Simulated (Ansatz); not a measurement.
# What strain does to InP (zincblende)

InP in the zincblende structure, relaxed with r2SCAN in Ansatz 0.2.0. The symmetry is F-43m (No. 216, cubic); conventional cell a = 5.908 Å, 25.77 Å³ an atom. Around In lie 4 P at 2.56 Å; around P lie 4 In at 2.56 Å.

The axes x, y and z are those of this cell:
```yaml
crystal:
  lattice:
    - [0.00000, 2.95379, 2.95379]
    - [2.95379, 0.00000, 2.95379]
    - [2.95379, 2.95379, 0.00000]
  atoms:
    - { symbol: In, position: [0.00000, 0.00000, 0.00000] }
    - { symbol: P, position: [0.25000, 0.25000, 0.25000] }
```

Unstrained: The PBE gap is direct at Γ: 0.586 eV. The r2SCAN gap is direct at Γ: 1.026 eV. The HSE06 gap is direct at Γ: 1.357 eV. Meshes: PBE 8×8×8, r2SCAN 8×8×8, HSE06 6×6×6. Strains are changes of length per length. After each strain the atoms were relaxed again with r2SCAN within the symmetry that the strain leaves, so tilts or polar shifts that break it weren't tested; points keep the names that they have in the unstrained zone. No spin polarisation and no zero-point or thermal motion.

Changes of the least gap in eV (an overlap counts as a negative gap):
```json
{"strain": "epitaxial -0.5 % in the plane normal to [111], free normal strain +0.31 %", "volume change (%)": "-0.7", "space group": "R3m", "PBE": "+0.018", "r2SCAN": "+0.020", "HSE06": "+0.022", "energy rise, r2SCAN (meV/atom)": "0.6"}
{"strain": "uniaxial +2.5 % along x", "volume change (%)": "+2.5", "space group": "I-4m2", "PBE": "-0.177", "r2SCAN": "-0.188", "HSE06": "-0.197", "energy rise, r2SCAN (meV/atom)": "4.9"}
{"strain": "epitaxial -3.0 % in the xy plane, free normal strain +3.17 %", "volume change (%)": "-2.9", "space group": "I-4m2", "PBE": "+0.035", "r2SCAN": "+0.041", "HSE06": "+0.046", "energy rise, r2SCAN (meV/atom)": "14.3"}
{"strain": "isotropic -2.5 % on every length", "volume change (%)": "-7.3", "space group": "F-43m", "PBE": "+0.412", "r2SCAN": "+0.440", "HSE06": "+0.460", "energy rise, r2SCAN (meV/atom)": "33.5"}
```

Epitaxial -0.5 % in the plane normal to [111], free normal strain +0.31 %. HSE06: the gap goes from 1.357 to 1.379 eV (+0.022 eV); with r2SCAN the top three valence levels at Γ, degenerate before, become 2+1 from the top over 57 meV. Stress change with r2SCAN, compression positive: xx +0.48, yy +0.48, zz +0.48, xy -0.24, xz -0.24, yz -0.24 GPa.

Uniaxial +2.5 % along x, other directions held. HSE06: the gap goes from 1.357 to 1.160 eV (-0.197 eV); with r2SCAN the top three valence levels at Γ, degenerate before, become 2+1 from the top over 123 meV. Stress change with r2SCAN, compression positive: xx -2.38, yy -1.22, zz -1.22 GPa.

Epitaxial -3.0 % in the xy plane, free normal strain +3.17 %. HSE06: the gap goes from 1.357 to 1.403 eV (+0.046 eV); with r2SCAN the top three valence levels at Γ, degenerate before, become 2+1 from the top over 339 meV. Stress change with r2SCAN, compression positive: xx +3.09, yy +3.09, zz +0.03 GPa.

Isotropic -2.5 % on every length. HSE06: the gap goes from 1.357 to 1.817 eV (+0.460 eV). Stress change with r2SCAN, compression positive: xx +6.15, yy +6.15, zz +6.15 GPa. For HSE06, dE_g/d ln V = -6.0 eV over this step.

Spin-orbit coupling is left out, which matters wherever the heavy atoms make up the band edges.

The meshes of the hybrids are coarse, so their gaps aren't converged to the digits shown.

The splittings at Γ are without spin-orbit coupling, which regroups them where it is of like size or larger.
